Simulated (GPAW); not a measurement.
**Ba in GPAW: convergence with plane-wave cutoff (eV)**

Input of the first run (plane-wave cutoff (eV) 200); the others differ in this setting and in those tied to it:

The input run.py:

```python
from ase.dft.bandgap import bandgap
from ase.io import read, write
from ase.units import GPa
from gpaw import GPAW, PW

atoms = read('Ba.xyz')

calc = GPAW(mode=PW(200),
            xc='PBE',
            kpts={'size': (7, 7, 7), 'gamma': True},
            occupations={'name': 'fermi-dirac', 'width': 0.05},
            nbands=12,
            convergence={'density': 1e-05, 'energy': 1e-05},
            maxiter=100,
            txt='gpaw.txt')
atoms.calc = calc
energy = atoms.get_potential_energy()
forces = atoms.get_forces()
stress = atoms.get_stress()
calc.write('gs.gpw')
write('result.traj', atoms)
print(f'Energy: {energy:.6f} eV')
print('Forces (eV/A):')
print(forces.round(4))
print('Stress (GPa):', (stress / GPa).round(3))
print('Fermi level:', round(calc.get_fermi_level(), 4), 'eV')
print(f'Gap: {bandgap(calc)[0]:.4f} eV, direct: {bandgap(calc, direct=True)[0]:.4f} eV')
```

Ba.xyz

```xyz
1
Lattice="3.9996500000 0.0000000000 0.0000000000 0.0000000000 3.9996500000 0.0000000000 0.0000000000 0.0000000000 3.6055390000" Properties=species:S:1:pos:R:3 pbc="T T T"
Ba     1.9998250000      1.9998250000      1.8027695000
```

Potentials or basis: GPAW PAW data sets (gpaw-data 1.2.1), pw.

Command:

```bash
$ OMP_NUM_THREADS=1 python run.py
```

This isn't the form of Ba at room conditions, which is bcc.

Hardware: 1 thread of Arm Neoverse V2 (shared host).

```tsv
plane-wave cutoff (eV)	energy less the tightest run, at zero smearing (meV/atom)	pressure (GPa)	SCF cycles	CPU time (s)	peak memory (GiB)
200	68.38	0.32	10	3.8	0.12
250	21.75	0.47	11	4.7	0.12
300	7.12	0.69	12	5.3	0.13
350	5.90	0.74	15	9.3	0.13
400	5.32	0.72	15	10	0.14
500	2.07	0.73	15	14	0.15
600	1.39	0.74	15	19	0.16
800	0.34	0.74	15	25	0.18
1000	0.00	0.74	15	35	0.21
```

Against the tightest run, the energy stays within 1 meV/atom from 800 on; the pressure stays within 0.1 GPa from 300 on. The tightest run that finished is the yardstick and may itself not be fully converged.

Spin-orbit coupling is left out, which matters for the levels of Ba.
